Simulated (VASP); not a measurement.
# C (P6_3/mmc) in VASP: notebook

The runs below take C through relaxation of cell and atoms, with PBE+D3(BJ).

Everything below comes from runs of VASP 6.6.1. Logs are shortened: lines on timing, memory, paths and dates and some standing lists are left out, and cuts for length are marked.

## Step 1: Starting point

It takes space group P6_3/mmc (No. 194, hexagonal). The conventional cell has a = 2.456 Å, b = 2.456 Å, c = 6.696 Å, α = 90.00°, β = 90.00°, γ = 120.00°. C (site symmetry -6m2) has 3 C at 1.42 Å as nearest neighbours. Around C (site symmetry -6m2) lie 3 C at 1.42 Å.

## Step 2: Relaxation of cell and atoms, PBE+D3(BJ)

INCAR

```
SYSTEM = C
  PREC = Accurate
  ENCUT = 520
  EDIFF = 1E-7
  ISMEAR = 0
  SIGMA = 0.02
  LREAL = .False.
  LASPH = .True.
  NELM = 60
  ALGO = Fast
  ISIF = 3
  LWAVE = .False.
  LCHARG = .False.
  GGA = PE
  IVDW = 12
  IBRION = 2
  NSW = 80
  EDIFFG = -0.002
```

KPOINTS

```
regular mesh
0
Gamma
  21 21 8
  0 0 0
```

POSCAR

```
C
1.0
    2.4560000000      0.0000000000      0.0000000000
   -1.2280000000      2.1269583900      0.0000000000
    0.0000000000      0.0000000000      6.6960000000
C
4
Direct
    0.0000000000      0.0000000000      0.7500000000
    0.0000000000      0.0000000000      0.2500000000
    0.3333333300      0.6666666700      0.7500000000
    0.6666666700      0.3333333300      0.2500000000
```

Potentials or basis: VASP PAW PBE potentials, release 64 (C).

Started as:

```bash
> cat potpaw_PBE.64/C/POTCAR > POTCAR
> mpirun -np 1 vasp_std > vasp.out
```

OUTCAR:

```text
SYSTEM = C
   PREC = Accurate
   ENCUT = 520
   EDIFF = 1E-7
   ISMEAR = 0
   LREAL = .False.
   LASPH = .True.
   NELM = 60
   ISIF = 3
   GGA = PE
   IVDW = 12
   IBRION = 2
   NSW = 80
   EDIFFG = -0.002
 IVDW          = 12

 ion  position               nearest neighbor table
   1  0.000  0.000  0.750-   3 1.42   3 1.42   3 1.42
   2  0.000  0.000  0.250-   4 1.42   4 1.42   4 1.42
   3  0.333  0.667  0.750-   1 1.42   1 1.42   1 1.42
   4  0.667  0.333  0.250-   2 1.42   2 1.42   2 1.42

  LATTYP: Found a hexagonal cell.
 ALAT       =     2.4560000000
 C/A-ratio  =     2.7263843648

  Lattice vectors:

 A1 = (   2.4560000000,   0.0000000000,   0.0000000000)
 A2 = (  -1.2280000000,   2.1269583900,   0.0000000000)
 A3 = (   0.0000000000,   0.0000000000,   6.6960000000)

Analysis of symmetry for initial positions (statically):
=====================================================================
 Subroutine PRICEL returns:
 Original cell was already a primitive cell.

 Routine SETGRP: Setting up the symmetry group for a
 hexagonal supercell.

 Subroutine GETGRP returns: Found 24 space group operations
 (whereof 12 operations were pure point group operations)
 out of a pool of 24 trial point group operations.

The static configuration has the point symmetry D_3d.
 The point group associated with its full space group is D_6h.

Analysis of symmetry for dynamics (positions and initial velocities):
=====================================================================
 Subroutine PRICEL returns:
 Original cell was already a primitive cell.

 Routine SETGRP: Setting up the symmetry group for a
 hexagonal supercell.

 Subroutine GETGRP returns: Found 24 space group operations
 (whereof 12 operations were pure point group operations)
 out of a pool of 24 trial point group operations.

The dynamic configuration has the point symmetry D_3d.
 The point group associated with its full space group is D_6h.

 Subroutine INISYM returns: Found 24 space group operations
 (whereof 12 operations are pure point group operations),
 and found     1 'primitive' translations

----------------------------------------------------------------------------------------

                                     Primitive cell

  volume of cell :      34.9786

  direct lattice vectors                    reciprocal lattice vectors
     2.456000000  0.000000000  0.000000000     0.407166124  0.235077471  0.000000000
    -1.228000000  2.126958390  0.000000000     0.000000000  0.470154943  0.000000000
     0.000000000  0.000000000  6.696000000     0.000000000  0.000000000  0.149342891

  length of vectors
     2.456000000  2.455999999  6.696000000     0.470154942  0.470154943  0.149342891

  position of ions in fractional coordinates (direct lattice)
     0.000000000  0.000000000  0.750000000
     0.000000000  0.000000000  0.250000000
     0.333333330  0.666666670  0.750000000
     0.666666670  0.333333330  0.250000000

  ion indices of the primitive-cell ions
   primitive index   ion index
                 1           1
                 2           2
                 3           3
                 4           4

----------------------------------------------------------------------------------------

 KPOINTS: regular mesh

Automatic generation of k-mesh.
 Grid dimensions read from file:
 generate k-points for:   21   21    8

 Generating k-lattice:

  Cartesian coordinates                     Fractional coordinates (reciprocal lattice)
     0.019388863  0.011194165  0.000000000     0.047619048  0.000000000  0.000000000
     0.000000000  0.022388331  0.000000000     0.000000000  0.047619048  0.000000000
     0.000000000  0.000000000  0.018667861     0.000000000  0.000000000  0.125000000

  Length of vectors
     0.022388331  0.022388331  0.018667861

  Shift w.r.t. Gamma in fractional coordinates (k-lattice)
     0.000000000  0.000000000  0.000000000

 Subroutine IBZKPT returns following result:
 ===========================================

 Found    240 irreducible k-points:

 Following reciprocal coordinates:
            Coordinates               Weight
  0.000000  0.000000  0.000000      1.000000
  0.047619  0.000000  0.000000      6.000000
  0.095238 -0.000000  0.000000      6.000000
  0.142857 -0.000000  0.000000      6.000000
  0.190476 -0.000000  0.000000      6.000000
  0.238095  0.000000  0.000000      6.000000
[... 16 lines left out ...]
  0.142857  0.095238  0.000000     12.000000
  0.190476  0.095238  0.000000     12.000000
 [... further k-points ...]
   k-points           NKPTS =    240   k-points in BZ     NKDIM =    240   number of bands    NBANDS=     12
   number of dos      NEDOS =    301   number of ions     NIONS =      4
   total plane-waves  NPLWV =  16200
   dimension x,y,z NGX =    18 NGY =   18 NGZ =   50
   dimension x,y,z NGXF=    36 NGYF=   36 NGZF=  100
   ions per type =               4
   NGX,Y,Z   is equivalent  to a cutoff of  12.18, 12.18, 12.41 a.u.
   NGXF,Y,Z  is equivalent  to a cutoff of  24.37, 24.37, 24.83 a.u.
 SYSTEM =  C
   PREC   = accura    normal or accurate (medium, high low for compatibility)
   ISTART =      0    job   : 0-new  1-cont  2-samecut
   ICHARG =      2    charge: 1-file 2-atom 10-const
   ISPIN  =      1    spin polarized calculation?
   LNONCOLLINEAR =      F non collinear calculations
   LSORBIT =      F    spin-orbit coupling
   LASPH  =      T    aspherical Exc in radial PAW
   ENCUT  =  520.0 eV  38.22 Ry    6.18 a.u.   4.57  4.57 12.45*2*pi/ulx,y,z
   NELM   =     60;   NELMIN=  2; NELMDL= -5     # of ELM steps
   EDIFF  = 0.1E-06   stopping-criterion for ELM
   LREAL  =      F    real-space projection
   EDIFFG = -.2E-02   stopping-criterion for IOM
   NSW    =     80    number of steps for IOM
   IBRION =      2    ionic relax: 0-MD 1-quasi-New 2-CG
   NFREE  =      1    steps in history (QN), initial steepest desc. (CG)
   ISIF   =      3    stress and relaxation
   ISYM   =      2    0-nonsym 1-usesym 2-fastsym
   POTIM  = 0.5000    time-step for ionic-motion
   TEBEG  =    0.0;   TEEND  =   0.0 temperature during run
   PSTRESS=    0.0 pullay stress
   NELECT =      16.0000    total number of electrons
   NUPDOWN=      -1.0000    fix difference up-down
   EMIN   =  10.00;   EMAX   =-10.00  energy-range for DOS
   EFERMI =   0.00;   METHOD = LEGACY
   ISMEAR =     0;   SIGMA  =   0.02  broadening in eV -4-tet -1-fermi 0-gaus
   EFERMI_NEDOS =   21; number of points for ismear=-14 and -15
   IALGO  =     68    algorithm
   IMIX   =      4    mixing-type and parameters
     AMIX     =   0.40;   BMIX     =  1.00
     AMIX_MAG =   1.60;   BMIX_MAG =  1.00
  volume/ion in A,a.u.               =       8.74        59.01
  Fermi-wavevector in a.u.,A,eV,Ry     =   1.261384  2.383670 21.648079  1.591089
  Thomas-Fermi vector in A             =   2.394846
   LORBIT       =      0    0 simple, 1 ext, 2 COOP (PROOUT), +10 PAW based schemes
   GGA     = PE    functional components
   LHFCALC =     F    Hartree Fock is set to
   AEXX    =    0.0000 exact exchange contribution
   IVDW    =    12    specifies the selected vdW correction
   LEPSILON=     F    determine dielectric tensor
   LRPA    =     F    only Hartree local field effects (RPA)
 conjugate gradient relaxation of ions
 non-spin polarized calculation
 RMM-DIIS sequential band-by-band and
 Gauss-broadening in eV      SIGMA  =   0.02
  energy-cutoff  :      520.00
  volume of cell :       34.98
 maximum number of plane-waves:       979
   NGX =  9   NGY =  9   NGZ = 25

--------------------------------------- Ionic step        1  -------------------------------------------

 number of electron      15.9999994 magnetization

 Free energy of the ion-electron system (eV)
  ---------------------------------------------------
  ext. energy  EPLUGINS =         0.00000000
  ---------------------------------------------------
  free energy    TOTEN  =       -36.83673958 eV

  energy without entropy =      -36.83665316  energy(sigma->0) =      -36.83669637

------------------------ aborting loop because EDIFF is reached ----------------------------------------

 Edisp (eV)   -0.62732

 E8    (eV) :    -0.1778

  FORCE on cell =-STRESS in cart. coord.  units (eV):
  Direction    XX          YY          ZZ          XY          YZ          ZX
  --------------------------------------------------------------------------------------
  -------------------------------------------------------------------------------------
  Total       1.22060     1.22060     0.02193    -0.00000    -0.00000     0.00000
  in kB      55.90871    55.90871     1.00461    -0.00000    -0.00000     0.00000
  external pressure =       37.61 kB  Pullay stress =        0.00 kB
[... 317 lines left out ...]
  energy  without entropy=      -37.4691165215  energy(sigma->0) =      -37.46916125

--------------------------------------- Ionic step        9  -------------------------------------------

 number of electron      15.9999994 magnetization

 Free energy of the ion-electron system (eV)
  ---------------------------------------------------
  ext. energy  EPLUGINS =         0.00000000
  ---------------------------------------------------
  free energy    TOTEN  =       -36.84609171 eV

  energy without entropy =      -36.84600345  energy(sigma->0) =      -36.84604758

 E-fermi :   4.6388     XC(G=0): -10.3006

 val. band max:        4.6360676557   @ k =   0.3333   0.3333   0.5000
 cond. band min:       4.6391696835   @ k =   0.3333   0.3333   0.2500
 fundamental gap:      0.0031020278
 Fermi energy:         4.6387525697

 k-point     1 :       0.0000    0.0000    0.0000
  band No.  band energies     occupation
      1     -14.9931      2.00000
      2     -14.6992      2.00000
      3      -3.8476      2.00000
      4      -1.9079      2.00000
      5       1.6250      2.00000
      6       1.6250      2.00000
      7       1.6429      2.00000
      8       1.6429      2.00000
      9       8.9126      0.00000
     10      12.9549      0.00000
     11      12.9549      0.00000
     12      13.0056      0.00000
[... 331 lines left out ...]
 k-point    24 :       0.1905    0.0952    0.0000
  band No.  band energies     occupation
      1     -13.4913      2.00000
      2     -13.2241      2.00000
      3      -2.5382      2.00000
      4      -2.4599      2.00000
      5      -2.0394      2.00000
      6      -0.8672      2.00000
      7      -0.8179      2.00000
      8      -0.2329      2.00000
      9      10.7489      0.00000
     10      11.6781      0.00000
     11      12.1831      0.00000
     12      13.4761      0.00000

 [... further k-points ...]

------------------------ aborting loop because EDIFF is reached ----------------------------------------

 Edisp (eV)   -0.62314

 E8    (eV) :    -0.1765

  FORCE on cell =-STRESS in cart. coord.  units (eV):
  Direction    XX          YY          ZZ          XY          YZ          ZX
  --------------------------------------------------------------------------------------
  -------------------------------------------------------------------------------------
  Total       0.00124     0.00124    -0.00521    -0.00000     0.00000     0.00000
  in kB       0.05583     0.05583    -0.23560    -0.00000     0.00000     0.00000
  external pressure =       -0.04 kB  Pullay stress =        0.00 kB
[... 19 lines left out ...]
  FREE ENERGIE OF THE ION-ELECTRON SYSTEM (eV)
  ---------------------------------------------------
  free  energy   TOTEN  =       -37.4692354879 eV

  energy  without entropy=      -37.4691472235  energy(sigma->0) =      -37.46919136

 reached required accuracy - stopping structural energy minimisation
```

It took 4.5 min on 1 thread of Intel Xeon Platinum 8488C (Sapphire Rapids), shared host; peak memory 0.22 GiB.

What came out:

* Free energy: -37.4692 eV
* Relaxed volume: 8.86 Å³/atom
* Relaxed cell: a = 2.466 Å, b = 2.466 Å, c = 6.729 Å, α = 90.00°, β = 90.00°, γ = 120.00°
* Space group after relaxing (to 0.05 Å): P6_3/mmc (No. 194)
* Energy gained by relaxing: 1.3 meV/atom
* Ionic steps: 9
* Pressure after relaxing: 0.0 GPa
* Band gap on the k mesh: none (metal or under the smearing width)
* Dispersion energy per atom: -0.156 eV

Step by step:
| step | energy change (eV) | largest force (eV/Å) | pressure (GPa) | volume (Å³) |
| --- | --- | --- | --- | --- |
| 1 | 0.0000 | 0.0000 | 3.76 | 34.98 |
| 2 | 0.0257 | 0.0000 | -8.57 | 36.03 |
| 3 | -0.0051 | 0.0000 | 0.01 | 35.28 |
| 4 | -0.0051 | 0.0000 | 0.09 | 35.27 |
| 5 | -0.0051 | 0.0000 | 0.07 | 35.29 |
| 6 | -0.0051 | 0.0000 | 0.06 | 35.32 |
| 7 | -0.0052 | 0.0000 | 0.04 | 35.39 |
| 8 | -0.0051 | 0.0000 | -0.04 | 35.54 |
| 9 | -0.0052 | 0.0000 | 0.00 | 35.45 |

Final structure:
```cif
data_structure
_symmetry_space_group_name_H-M 'P 1'
_symmetry_Int_Tables_number 1
_cell_length_a 2.4663
_cell_length_b 2.4663
_cell_length_c 6.7291
_cell_angle_alpha 90.000
_cell_angle_beta 90.000
_cell_angle_gamma 120.000
_cell_volume 35.45
loop_
_atom_site_label
_atom_site_type_symbol
_atom_site_fract_x
_atom_site_fract_y
_atom_site_fract_z
_atom_site_occupancy
C1 C 0.00000 0.00000 0.75000 1
C2 C 0.00000 0.00000 0.25000 1
C3 C 0.33333 0.66667 0.75000 1
C4 C 0.66667 0.33333 0.25000 1
```

Zero-point motion and thermal expansion aren't in these numbers.

(Part 1 of 2 ends here.)
